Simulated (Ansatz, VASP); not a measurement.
**Two plane-wave programs on Bi**

```
Bi
1.0
     4.31490    0.00000    0.00000
    -2.15745    3.73681    0.00000
     0.00000    0.00000   27.05307
Bi
2
Direct
  0.33333 0.66667 0.31274
  0.66667 0.33333 0.37577
```

Alike in both runs: task single point; functional PBE; k mesh 6 × 6 × 1; no spin polarisation.

|  | VASP | Ansatz |
| --- | --- | --- |
| version | VASP 6.6.1 | Ansatz 0.2.0 |
| potentials or method | VASP PAW PBE potentials, release 64 (Bi_d) | plane waves, PAW |
| plane-wave cutoff (eV) | 520 | 420 |
| occupations | gaussian, width 0.01 eV | fixed |
| valence electrons in the cell | 30 | 30 |

Ansatz gave:

| Property | Result |
| --- | --- |
| gap on the k mesh at the Fermi level (eV) | 0.59 |

Task: Which values does VASP return?

Result: gap on the k mesh at the Fermi level (eV): 0.58.

Caveats: spin-orbit coupling is left out, which as a rule narrows the gap of such compounds by several tenths of an eV.
